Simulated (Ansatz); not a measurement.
# Molecular dynamics of MoS2

Input file:

```yaml
crystal:
  lattice:
    - [-3.211812, -1.854341, 6.250838]
    - [3.211812, -1.854341, 6.250838]
    - [0.0, 3.708682, 6.250838]
  atoms:
    - { symbol: Mo, position: [0.0, 0.0, 0.0] }
    - { symbol: S, position: [0.25, 0.25, 0.25] }
    - { symbol: S, position: [0.417, 0.417, 0.417] }
    - { symbol: Mo, position: [0.5, 0.5, 0.0] }
    - { symbol: S, position: [0.75, 0.75, 0.25] }
    - { symbol: S, position: [0.917, 0.917, 0.417] }
    - { symbol: Mo, position: [0.5, 0.0, 0.5] }
    - { symbol: S, position: [0.75, 0.25, 0.75] }
    - { symbol: S, position: [0.917, 0.417, 0.917] }
    - { symbol: Mo, position: [0.0, 0.5, 0.5] }
    - { symbol: S, position: [0.25, 0.75, 0.75] }
    - { symbol: S, position: [0.417, 0.917, 0.917] }
basis:
  ecutwfc: 420.0
kpoints:
  mp_grid: { grid: [3, 3, 3] }
hamiltonian:
  xc: pbe
  dispersion: d3bj
  pseudopotentials: { kind: paw, azcp: { folder: soft_1 } }
scf:
  occupations: { method: fermi_dirac, width: 0.36 }
  lower_state_search: "off"
md:
  timestep: 3.0
  n_steps: 310
  ensemble: nvt_langevin
  temperature: 300.0
  initial_velocities: maxwell_boltzmann
  seed: 538061
  friction: 0.02
  temperature_schedule: [{ n_steps: 310, end_temperature: 4200.0 }]
```

Launched with:

```bash
$ ansatz run input.yaml --threads 2 --pin off --max-ram 5120MiB --backend cpu --events-out ev --progress --plain --runs-dir out
```

It starts from an unrelaxed structure (largest force component 0.30 eV/Å).

Output, in part (step lines):

```
md step     0: t =     0.00 fs  T =   275.0 K (target 300.0 K)  F+E_penalty+E_count = -27056.37745781 eV  E_kin = 0.426558 eV  (10 SCF iters)
[... lines left out ...]
```

The steps, from the saved trajectory:

| time (fs) | T (K) | potential energy less start (eV) |
| --- | --- | --- |
| 0.0 | 275 | 0.000 |
| 30.0 | 209 | 0.400 |
| 60.0 | 261 | 0.414 |
| 90.0 | 528 | 0.665 |
| 120.0 | 606 | 0.444 |
| 150.0 | 485 | 1.148 |
| 180.0 | 1072 | 1.317 |
| 210.0 | 1044 | 1.195 |
| 240.0 | 1234 | 1.393 |
| 270.0 | 728 | 2.260 |
| 300.0 | 1042 | 1.760 |
| 330.0 | 1684 | 1.899 |
| 360.0 | 2804 | 2.687 |
| 390.0 | 2398 | 3.204 |
| 420.0 | 2439 | 3.008 |
| 450.0 | 2238 | 4.027 |
| 480.0 | 1753 | 4.075 |
| 510.0 | 2559 | 2.768 |
| 540.0 | 2414 | 3.202 |
| 570.0 | 2243 | 4.437 |
| 600.0 | 2323 | 4.669 |
| 630.0 | 2633 | 4.315 |
| 660.0 | 2809 | 3.685 |
| 690.0 | 3238 | 2.522 |
| 720.0 | 3463 | 4.741 |
| 750.0 | 3975 | 5.977 |
| 780.0 | 2121 | 6.709 |
| 810.0 | 2848 | 4.844 |
| 840.0 | 2745 | 5.822 |
| 870.0 | 4226 | 4.248 |
| 900.0 | 2788 | 6.374 |
| 930.0 | 2331 | 6.766 |

The run went to its last step. The schedule's set-point averaged 3225 K over the second half and the system 2798 K. A run of 0.93 ps of so small a system gives no equilibrium averages. Limits of this set-up: coarse k mesh.

Mean squared displacements from the first frame to the last, about the centre of mass: Mo 0.17 Å², S 0.22 Å².

Last frame:

```xyz
12
Lattice="-3.2118 -1.8543 6.2508 3.2118 -1.8543 6.2508 0.0000 3.7087 6.2508" Properties=species:S:1:pos:R:3
Mo 0.263 -1.018 0.303
S 1.145 -0.644 5.084
S 0.783 -0.465 7.986
Mo 0.818 -2.499 6.737
S 0.886 -2.517 11.040
S 1.072 -2.987 14.390
Mo -0.866 0.490 6.450
S -0.561 0.048 11.304
S -1.562 0.023 14.575
Mo 2.824 0.256 6.613
S 2.646 0.164 10.859
S 1.958 0.103 14.639
```

Time of the run: 45 min on 2 threads of Intel(R) Xeon(R) Platinum 8259CL CPU @ 2.50GHz (Skylake/Cascade Lake), with other jobs on the host, peak memory 0.85 GiB.
